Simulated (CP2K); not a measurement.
NiO:

```
Ni O
1.0
     2.94991    0.00000    0.00000
     1.47496    2.55470    0.00000
     1.47496    0.85157    2.40859
Ni O
1 1
Direct
  0.00000 0.00000 0.00000
  0.50000 0.50000 0.50000
```

Program: CP2K 2026.2. Alike in all runs: task band structure; spin collinear, ferromagnetic start; cell as given; k mesh 11 × 11 × 11.

Task: Order these runs on this cell by their pressure, lowest first.
A. level PBEsol; potentials or basis GTH_POTENTIALS Ni GTH-PBE-q18; POTENTIAL_UZH O GTH-PBE-q6; TZVP-MOLOPT-SR-GTH, TZVP-MOLOPT-PBE-GTH basis; smearing fermi-dirac 0.0259 eV; EPS_DEFAULT 1.0E-9; NGRIDS 4; points a segment of the path (NPOINTS) 8; bands added on the path 2; CUTOFF of the grids 600 Ry
B. level r2SCAN; potentials or basis POTENTIAL_UZH Ni GTH-SCAN-q18, O GTH-SCAN-q6; TZVP-MOLOPT-SR-GTH, TZVP-MOLOPT-SCAN-GTH basis; smearing fermi-dirac 0.01 eV; EPS_DEFAULT 1.0E-10; NGRIDS 4; points a segment of the path (NPOINTS) 10; bands added on the path 2; CUTOFF of the grids 850 Ry
C. level PBE; potentials or basis GTH_POTENTIALS Ni GTH-PBE-q18; POTENTIAL_UZH O GTH-PBE-q6; TZVP-MOLOPT-SR-GTH, TZVP-MOLOPT-PBE-GTH basis; smearing fermi-dirac 0.05 eV; EPS_DEFAULT 1.0E-10; NGRIDS 5; points a segment of the path (NPOINTS) 10; bands added on the path 6; CUTOFF of the grids 600 Ry

Result: A (-2.5 GPa), B (2.1 GPa), C (9.0 GPa).

Caveats: the basis of atomic orbitals isn't converged, which shifts pressures, moduli and gaps; the total moment is fixed, so each spin has its own Fermi level; a cell with one magnetic atom can't hold antiferromagnetic order, which such compounds often take; the potentials were made for another functional, which shifts forces and pressure (some runs).
